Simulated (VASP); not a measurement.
Write the native input for VASP 6.6.1 that does the following.

| Item | Value |
| --- | --- |
| Task | single point |
| Functional | PBE |
| Potentials or basis | VASP PAW PBE potentials, release 64 (K_sv, F) |
| Cutoff | 520 eV |
| k mesh | 8 × 8 × 8 |
| Occupations | gaussian, width 0.02 eV |
| Spin | no spin polarisation |
| Dipole correction | no |
| Further INCAR settings | ALGO = Normal; EDIFF = 1e-06; NBANDS = 15 |

The structure of KF lies in POSCAR:

```
KF
1.0
    0.0000000000      2.7200189000      2.7200189000
    2.7200189000      0.0000000000      2.7200189000
    2.7200189000      2.7200189000      0.0000000000
K F
1 1
Direct
    0.0000000000      0.0000000000      0.0000000000
    0.5000000000      0.5000000000      0.5000000000
```

The cell isn't the ideal one: strained and moved within the space group.

One way to write it, as run:

INCAR

```
SYSTEM = KF
PREC = Accurate
ENCUT = 520
EDIFF = 1E-6
ISMEAR = 0
SIGMA = 0.02
LREAL = .FALSE.
LASPH = .TRUE.
NELM = 60
ALGO = Normal
ISIF = 2
LWAVE = .FALSE.
LCHARG = .TRUE.
GGA = PE
LELF = .TRUE.
LVHAR = .TRUE.
NBANDS = 15
```

KPOINTS

```
Automatic mesh
0
G
  8 8 8
  0 0 0
```

Potentials or basis: VASP PAW PBE potentials, release 64 (K_sv, F).

Launch:

```bash
$ cat potpaw_PBE.64/K_sv/POTCAR potpaw_PBE.64/F/POTCAR > POTCAR
$ mpirun -np 1 vasp_std > vasp.out
```

Results of the run:

```json
{
  "Pressure": "-0.3 GPa",
  "Band gap on the k mesh": "5.89 eV, direct"
}
```

It took 11 s on 1 thread of AMD EPYC 9R45 96-Core Processor (Zen 5), with other jobs on the host, peak memory 0.14 GiB.
